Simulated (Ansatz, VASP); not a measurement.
# C in VASP and in Ansatz

File INCAR:

```
SYSTEM = C
PREC     = Accurate       ! precision mode
ENCUT    = 520            ! plane-wave cutoff, eV
EDIFF    = 1E-6           ! SCF threshold, eV
ISMEAR   = 0              ! smearing method
SIGMA    = 0.05           ! smearing width, eV
LREAL    = .FALSE.        ! projectors in reciprocal space
LASPH    = .TRUE.         ! aspherical terms in the spheres
NELM     = 80             ! most SCF steps
ALGO     = Normal         ! electronic algorithm
ISIF     = 2              ! what is computed and relaxed
LWAVE    = .FALSE.        ! write WAVECAR
LCHARG   = .FALSE.        ! write CHGCAR
NBANDS   = 11             ! bands
```

KPOINTS

```
Automatic mesh
0
G
  12 12 12
  0 0 0
```

POSCAR

```
C
1.0
    0.0000000000      1.8952151504      1.6799187093
    1.8952151504      0.0000000000      1.6799187093
    1.8952151504      1.8952151504      0.0000000000
C
2
Direct
    0.5000000000      0.5000000000      0.5000000000
    0.7500000000      0.7500000000      0.7500000000
```

Input for Ansatz:

```yaml
crystal:
  lattice:
    - [0.0, 1.8952151504, 1.6799187093]
    - [1.8952151504, 0.0, 1.6799187093]
    - [1.8952151504, 1.8952151504, 0.0]
  atoms:
    - { symbol: C, position: [0.5, 0.5, 0.5] }
    - { symbol: C, position: [0.75, 0.75, 0.75] }
basis:
  ecutwfc: 520.0
kpoints:
  mp_grid: { grid: [12, 12, 12] }
hamiltonian:
  xc: lda
  pseudopotentials: { kind: paw, azcp: { folder: soft_1 } }
scf:
  occupations: { method: gaussian, width: 0.05 }
output:
  forces: true
  stress: true
  eigenvalues: true
```

Alike in both runs: task single point; functional LDA; k mesh 12 × 12 × 12; occupations gaussian, width 0.05 eV; no spin polarisation.

|  | VASP | Ansatz |
| --- | --- | --- |
| version | VASP 6.6.1 | Ansatz 0.2.0 |
| potentials or method | VASP PAW LDA potentials, release 64 (C) | scalar-relativistic, plane waves, PAW |
| plane-wave cutoff (eV) | 520 | 520 |
| valence electrons in the cell | 8 | 8 |

```tsv
	VASP	Ansatz	Ansatz less VASP
gap on the k mesh at the Fermi level (eV)	1.21	1.22	+0.011
least direct gap on the mesh (eV)	3.54	3.54	-0.002
```

Ansatz warned: «pseudo_functional_mismatch».
